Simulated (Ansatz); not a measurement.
**Hf: band structure with revPBE**

The system is Hf.

```
CELL_PARAMETERS angstrom
3.19670 0.00000 0.00000
-1.59835 2.76842 0.00000
0.00000 0.00000 5.05780
ATOMIC_POSITIONS crystal
Hf 0.66667 0.33333 0.75000
Hf 0.33333 0.66667 0.25000
```

```
Program                             : Ansatz 0.2.0
Task                                : band structure
Functional                          : revPBE
Potentials or basis                 : Ansatz PAW
Cutoff                              : 420 eV (not typed: the program's choice for these potentials)
k mesh                              : 10 × 10 × 5
Occupations                         : fermi-dirac, width 0.05 eV
Spin                                : no spin polarisation
Path                                : [["G", "M", "K", "G", "A", "L", "H", "A"], ["L", "M"], ["K", "H"]]
Points for each segment of the path : 14
```

The pressure is 2.7 GPa and the band gap on the k mesh is none (metal or under the smearing width).

Stress tensor (GPa, compression positive):
```
2.78 0.00 0.00
0.00 2.78 0.00
0.00 0.00 2.44
```

Levels at the corners of the path, in eV from the Fermi level:
```tsv
point	band 23	band 24	band 25	band 26	band 27	band 28	band 29	band 30
Γ	-7.37	-3.70	0.61	1.20	1.20	1.48	2.02	2.02
M	-3.34	-2.74	-2.22	-0.82	0.81	0.88	1.69	5.91
K	-2.12	-1.80	-1.80	-1.45	0.38	0.38	2.07	5.23
Γ	-7.37	-3.70	0.61	1.20	1.20	1.48	2.02	2.02
A	-5.40	-5.40	0.16	0.16	1.09	1.09	1.09	1.09
L	-3.40	-3.40	-0.98	-0.98	1.16	1.16	2.67	2.67
H	-1.74	-1.74	-1.46	-1.46	-0.21	-0.21	2.55	2.55
A	-5.40	-5.40	0.16	0.16	1.09	1.09	1.09	1.09
L	-3.40	-3.40	-0.98	-0.98	1.16	1.16	2.67	2.67
M	-3.34	-2.74	-2.22	-0.82	0.81	0.88	1.69	5.91
K	-2.12	-1.80	-1.80	-1.45	0.38	0.38	2.07	5.23
H	-1.74	-1.74	-1.46	-1.46	-0.21	-0.21	2.55	2.55
```

Run time: 6.4 s on 2 threads of Intel(R) Xeon(R) Processor @ 2.50GHz (Skylake/Cascade Lake), with other jobs on the host, peak memory 0.4 GiB.

Caveat: spin-orbit coupling is left out, which moves the levels of the heavy elements; the PAW data sets come from PBE, with cores solved anew for the run's functional, which leaves a small shift of forces and pressure.
